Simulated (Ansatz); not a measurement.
Orbital-resolved density of states of AgI

```
CELL_PARAMETERS angstrom
4.58000 0.00000 0.00000
-2.29000 3.96640 0.00000
0.00000 0.00000 7.51000
ATOMIC_POSITIONS crystal
Ag 0.33333 0.66667 0.00000
Ag 0.66667 0.33333 0.50000
I 0.33333 0.66667 0.37500
I 0.66667 0.33333 0.87500
```

Atom numbers follow the list: Ag1, Ag2, I3, I4.

The cell is COD entry 1011050, as deposited and not checked against the literature; nothing was relaxed. It is an old determination, and later ones may differ.

Spin–orbit coupling is left out, though it moves levels of the heavy atoms by tenths of an eV or more.

Method: DFT, LDA, all-electron LAPW, scalar-relativistic (Ansatz 0.2.0).

Settings: a Γ-centred 8×8×4 k mesh, Fermi–Dirac smearing of 0.01 eV, basis error target 0.5 meV/atom, no spin polarisation.

States per eV for one atom of each kind, in 0.4 eV bins named by their centres, from the valence-band top, projected on a minimal set of Löwdin-orthogonalised atomic shells; orbitals are real harmonics on the Cartesian axes, equal curves share a column, and empty bins are left out, as is all above 8.0 eV, near the top of the computed bands.

Ag1 4d:

```
# E all dz2 dxz=dyz dx2-y2=dxy
-12.6 0.10 0.03 0.01 0.02
-4.6 0.96 0.23 0.17 0.19
-4.2 4.95 1.25 0.77 1.08
-3.8 1.88 0.74 0.20 0.37
-3.4 2.45 0.24 0.65 0.46
-3.0 8.52 0.79 2.24 1.62
-2.6 1.61 0.46 0.29 0.28
-2.2 0.83 0.24 0.13 0.16
-1.8 1.02 0.25 0.15 0.24
-1.4 0.86 0.24 0.12 0.19
-1.0 1.07 0.33 0.16 0.21
-0.6 0.48 0.13 0.07 0.11
-0.2 0.12 0.02 0.02 0.03
3.0 0.01 0.00 0.00 0.00
3.4 0.01 0.00 0.00 0.00
3.8 0.01 0.00 0.00 0.00
4.6 0.01 0.00 0.00 0.00
5.0 0.02 0.00 0.00 0.00
6.2 0.01 0.00 0.00 0.00
7.0 0.01 0.00 0.00 0.00
```

I3 5p:

```
# E all pz px=py
-4.6 1.30 0.42 0.44
-4.2 3.72 1.19 1.27
-3.8 1.30 0.50 0.40
-3.4 0.01 0.00 0.00
-3.0 0.18 0.06 0.06
-2.6 0.39 0.12 0.13
-2.2 0.60 0.20 0.20
-1.8 1.32 0.41 0.45
-1.4 1.41 0.47 0.47
-1.0 2.00 0.76 0.62
-0.6 0.98 0.29 0.34
-0.2 0.25 0.05 0.10
1.8 0.01 0.00 0.00
2.2 0.03 0.01 0.01
2.6 0.07 0.03 0.02
3.0 0.22 0.07 0.08
3.4 0.32 0.11 0.10
3.8 0.24 0.08 0.08
4.2 0.05 0.02 0.02
4.6 0.07 0.02 0.02
5.0 0.14 0.05 0.05
5.4 0.05 0.01 0.02
5.8 0.03 0.01 0.01
6.2 0.04 0.01 0.01
6.6 0.03 0.01 0.01
7.0 0.04 0.02 0.01
7.4 0.03 0.01 0.01
7.8 0.01 0.00 0.01
```

Ag1 5s:

```
# E all
-13.0 0.10
-12.6 0.21
-4.6 0.30
-4.2 0.38
-3.8 0.11
-3.0 0.11
-2.6 0.10
-2.2 0.07
-1.8 0.06
-1.4 0.04
-1.0 0.03
-0.6 0.01
1.4 0.01
1.8 0.04
2.2 0.09
2.6 0.23
3.0 0.67
3.4 0.86
3.8 0.56
4.2 0.11
4.6 0.12
5.0 0.23
5.4 0.08
5.8 0.04
6.2 0.05
6.6 0.05
7.0 0.06
7.4 0.05
7.8 0.02
```

I3 5s:

```
# E all
-13.0 0.50
-12.6 4.08
-4.6 0.01
-3.0 0.04
-2.6 0.06
-2.2 0.03
-1.8 0.02
-1.4 0.02
-1.0 0.01
1.8 0.01
2.2 0.02
2.6 0.04
3.0 0.06
3.4 0.05
3.8 0.02
5.0 0.01
```
